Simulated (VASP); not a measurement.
# Sb in VASP: further runs

One slab, Sb, is run at these levels: PBEsol, LDA, PBE; tasks: single point, relaxation of cell and atoms.

All numbers are computed with VASP 6.6.1; they aren't measurements. Logs are shortened: lines on timing, memory, paths and dates and some standing lists are left out, and cuts for length are marked.

**1. The structure**

The cell holds a slab with vacuum, 1 atom: a = 3.355 Å, b = 3.355 Å, c = 18.000 Å, α = 90.00°, β = 90.00°, γ = 120.00°.

The slab is cut from a database's or a generator's crystal, which needn't be the stable form of the element.

**2. Single point, PBEsol**

INCAR

```
PREC     = Accurate       # precision mode
ENCUT    = 400            # plane-wave cutoff, eV
EDIFF    = 1E-7           # SCF threshold, eV
ISMEAR   = 1              # smearing method
SIGMA    = 0.1            # smearing width, eV
LREAL    = False          # projectors in reciprocal space
LASPH    = True           # aspherical terms in the spheres
NELM     = 120            # most SCF steps
ALGO     = Normal         # electronic algorithm
ISIF     = 2              # what is computed and relaxed
LWAVE    = False          # write WAVECAR
LCHARG   = False          # write CHGCAR
LDIPOL   = True         
IDIPOL   = 3            
DIPOL    = 0.5 0.5 0.500
GGA      = PS             # functional
NBANDS   = 12             # bands
LVHAR    = True         
LVACPOTAV= True
```

KPOINTS

```
Automatic mesh
0
Gamma
  14 14 1
```

POSCAR

```
Sb
1.0
    3.3545324200      0.0000000000      0.0000000000
   -1.6772662100      2.9051102900      0.0000000000
    0.0000000000      0.0000000000     18.0000000000
Sb
1
Direct
    0.6666666667      0.3333333333      0.5000000000
```

Potentials or basis: VASP PAW PBE potentials, release 64 (Sb).

Command:

```
> cat potpaw_PBE.64/Sb/POTCAR > POTCAR
> mpirun -np 1 vasp_std > vasp.out
```

OUTCAR:

```text
PREC = Accurate
   ENCUT = 400
   EDIFF = 1E-7
   ISMEAR = 1
   LREAL = False
   LASPH = True
   NELM = 120
   ISIF = 2
   GGA = PS

 Found     24 irreducible k-points:

 Following reciprocal coordinates:
            Coordinates               Weight
  0.000000  0.000000  0.000000      1.000000
  0.071429 -0.000000  0.000000      6.000000
  0.142857 -0.000000  0.000000      6.000000
  0.214286 -0.000000  0.000000      6.000000
  0.285714  0.000000  0.000000      6.000000
  0.357143 -0.000000  0.000000      6.000000
   k-points           NKPTS =     24   k-points in BZ     NKDIM =     24   number of bands    NBANDS=     12
   number of dos      NEDOS =    301   number of ions     NIONS =      1
   total plane-waves  NPLWV =  69120
   dimension x,y,z NGX =    24 NGY =   24 NGZ =  120
   dimension x,y,z NGXF=    48 NGYF=   48 NGZF=  240
   ions per type =               1
   NGX,Y,Z   is equivalent  to a cutoff of  11.89, 11.89, 11.08 a.u.
   NGXF,Y,Z  is equivalent  to a cutoff of  23.79, 23.79, 22.17 a.u.
 SYSTEM =  unknown system
   PREC   = accura    normal or accurate (medium, high low for compatibility)
   ISTART =      0    job   : 0-new  1-cont  2-samecut
   ICHARG =      2    charge: 1-file 2-atom 10-const
   ISPIN  =      1    spin polarized calculation?
   LNONCOLLINEAR =      F non collinear calculations
   LSORBIT =      F    spin-orbit coupling
   LASPH  =      T    aspherical Exc in radial PAW
   ENCUT  =  400.0 eV  29.40 Ry    5.42 a.u.   5.47  5.47 29.35*2*pi/ulx,y,z
   NELM   =    120;   NELMIN=  2; NELMDL= -5     # of ELM steps
   EDIFF  = 0.1E-06   stopping-criterion for ELM
   LREAL  =      F    real-space projection
   EDIFFG = 0.1E-05   stopping-criterion for IOM
   NSW    =      0    number of steps for IOM
   IBRION =     -1    ionic relax: 0-MD 1-quasi-New 2-CG
   NFREE  =      0    steps in history (QN), initial steepest desc. (CG)
   ISIF   =      2    stress and relaxation
   ISYM   =      2    0-nonsym 1-usesym 2-fastsym
   POTIM  = 0.5000    time-step for ionic-motion
   TEBEG  =    0.0;   TEEND  =   0.0 temperature during run
   PSTRESS=    0.0 pullay stress
   NELECT =       5.0000    total number of electrons
   NUPDOWN=      -1.0000    fix difference up-down
   EMIN   =  10.00;   EMAX   =-10.00  energy-range for DOS
   EFERMI =   0.00;   METHOD = LEGACY
   ISMEAR =     1;   SIGMA  =   0.10  broadening in eV -4-tet -1-fermi 0-gaus
   EFERMI_NEDOS =   21; number of points for ismear=-14 and -15
   IALGO  =     38    algorithm
   IMIX   =      4    mixing-type and parameters
     AMIX     =   0.40;   BMIX     =  1.00
     AMIX_MAG =   1.60;   BMIX_MAG =  1.00
  volume/ion in A,a.u.               =     175.42      1183.76
  Fermi-wavevector in a.u.,A,eV,Ry     =   0.500083  0.945021  3.402592  0.250083
  Thomas-Fermi vector in A             =   1.507909
   LORBIT       =      0    0 simple, 1 ext, 2 COOP (PROOUT), +10 PAW based schemes
   GGA     = PS    functional components
   LHFCALC =     F    Hartree Fock is set to
   AEXX    =    0.0000 exact exchange contribution
   IVDW    =     0    specifies the selected vdW correction
   LEPSILON=     F    determine dielectric tensor
   LRPA    =     F    only Hartree local field effects (RPA)
 non-spin polarized calculation
 Methfessel and Paxton  Order N= 1 SIGMA  =   0.10
  energy-cutoff  :      400.00
  volume of cell :      175.42
 maximum number of plane-waves:      3263
 NGX is ok and might be reduce to    24
   NGX = 11   NGY = 11   NGZ = 59

 number of electron       5.0000000 magnetization

 dipolmoment           0.000000      0.000000     -0.000000 electrons x Angstroem

 Free energy of the ion-electron system (eV)
  ---------------------------------------------------
  ext. energy  EPLUGINS =         0.00000000
  ---------------------------------------------------
  free energy    TOTEN  =        -3.60258190 eV

  energy without entropy =       -3.60218731  energy(sigma->0) =       -3.60245037

 E-fermi :  -2.8758     XC(G=0):  -2.4539

 val. band max:       -2.8958467201   @ k =   0.3571   0.0714   0.0000
 cond. band min:      -2.7835769762   @ k =   0.2143   0.0714   0.0000
 fundamental gap:      0.1122697439
 Fermi energy:        -2.8757840858

 k-point     1 :       0.0000    0.0000    0.0000
  band No.  band energies     occupation
      1     -13.6619      2.00000
      2      -5.1792      2.00000
      3       0.7594      0.00000
      4       1.9005      0.00000
      5       2.2379      0.00000
      6       2.2786      0.00000
      7       2.2786      0.00000
      8       3.7435      0.00000
      9       3.9062      0.00000
     10       6.5884      0.00000
     11       6.7700      0.00000
     12       7.7886      0.00000

 k-point     2 :       0.0714   -0.0000    0.0000
  band No.  band energies     occupation
      1     -13.5754      2.00000
      2      -5.0934      2.00000
      3       0.8482      0.00000
      4       1.5249      0.00000
      5       1.9892      0.00000
      6       2.0581      0.00000
      7       2.3285      0.00000
      8       3.8306      0.00000
      9       3.9968      0.00000
     10       6.6657      0.00000
     11       6.8566      0.00000
     12       7.0428      0.00000
[... 31 lines left out ...]
 k-point     5 :       0.2857    0.0000    0.0000
  band No.  band energies     occupation
      1     -12.3217      2.00000
      2      -3.8812      2.00000
      3      -3.6200      2.00000
      4       0.3575      0.00000
      5       2.1834      0.00000
      6       3.2318      0.00000
      7       3.6865      0.00000
      8       4.6495      0.00000
      9       4.6725      0.00000
     10       5.3451      0.00000
     11       5.6091      0.00000
     12       8.1319      0.00000

 k-point     6 :       0.3571   -0.0000    0.0000
  band No.  band energies     occupation
      1     -11.6397      2.00000
      2      -5.1728      2.00000
      3      -3.2548      2.00000
      4      -0.0788      0.00000
      5       2.9838      0.00000
      6       3.2001      0.00000
      7       4.2482      0.00000
      8       4.4281      0.00000
      9       4.5019      0.00000
     10       6.1240      0.00000
     11       6.1456      0.00000
     12       7.9617      0.00000

 [... further k-points ...]

------------------------ aborting loop because EDIFF is reached ----------------------------------------

  FORCE on cell =-STRESS in cart. coord.  units (eV):
  Direction    XX          YY          ZZ          XY          YZ          ZX
  --------------------------------------------------------------------------------------
  -------------------------------------------------------------------------------------
  Total       -2.6839304     -2.6839304     -0.0019514      0.0000000      0.0000000     -0.0000000
  in kB      -24.5140301    -24.5140300     -0.0178232      0.0000000      0.0000000     -0.0000000
  external PRESSURE =     -16.3486278 kB  Pullay stress =       0.0000000 kB

 VOLUME and BASIS-vectors are now :
 -----------------------------------------------------------------------------
  energy-cutoff  :      400.00
  volume of cell :      175.42
      direct lattice vectors                 reciprocal lattice vectors
     3.354532420  0.000000000  0.000000000     0.298104139  0.172110505  0.000000000
    -1.677266210  2.905110290  0.000000000     0.000000000  0.344221011  0.000000000
     0.000000000  0.000000000 18.000000000     0.000000000  0.000000000  0.055555556

 POSITION                                       TOTAL-FORCE (eV/Angst)
 -----------------------------------------------------------------------------------
      1.67727      0.96837      9.00000         0.000000      0.000000      0.000000
 -----------------------------------------------------------------------------------
    total drift:                               -0.000000      0.000000     -0.000000

  FREE ENERGIE OF THE ION-ELECTRON SYSTEM (eV)
  ---------------------------------------------------
  free  energy   TOTEN  =        -3.6025818966 eV

  energy  without entropy=       -3.6021873105  energy(sigma->0) =       -3.60245037

 vacuum level on the upper side and lower side of the slab         2.030         2.030
```

Wall time 18 s (1 thread of Intel Xeon 6975P-C (Granite Rapids), shared host); peak memory 0.23 GiB.

The run converged, but some of its settings lie outside the range that counts as converged, so its numbers aren't taken as properties of the slab.

What came out:

| Quantity | Value |
| --- | --- |
| Free energy | -3.6026 eV |
| Band gap on the k mesh | none (metal or under the smearing width) |
| Work function of the upper face | 4.91 eV |
| Work function of the lower face | 4.91 eV |

Caveat: the PAW data sets were made with another functional, which shifts forces and pressure a little.

**3. Single point, PBEsol**

INCAR is that of step 2.

KPOINTS

```
Automatic mesh
0
Gamma
  17 17 1
```

POSCAR is that of step 2.

Potentials or basis: VASP PAW PBE potentials, release 64 (Sb).

Command:

```
> cat potpaw_PBE.64/Sb/POTCAR > POTCAR
> mpirun -np 1 vasp_std > vasp.out
```

It took 32 s on 1 thread of Intel Xeon 6975P-C (Granite Rapids), shared host; peak memory 0.24 GiB.

The run converged, but some of its settings lie outside the range that counts as converged, so its numbers aren't taken as properties of the slab.

Results:

```yaml
Free_energy: -3.5881 eV
Band_gap_on_the_k_mesh: none (metal or under the smearing width)
Work_function_of_the_upper_face: 4.79 eV
Work_function_of_the_lower_face: 4.79 eV
```

Caveat: the PAW data sets were made with another functional, which shifts forces and pressure a little.

(Part 1 of 2 ends here.)
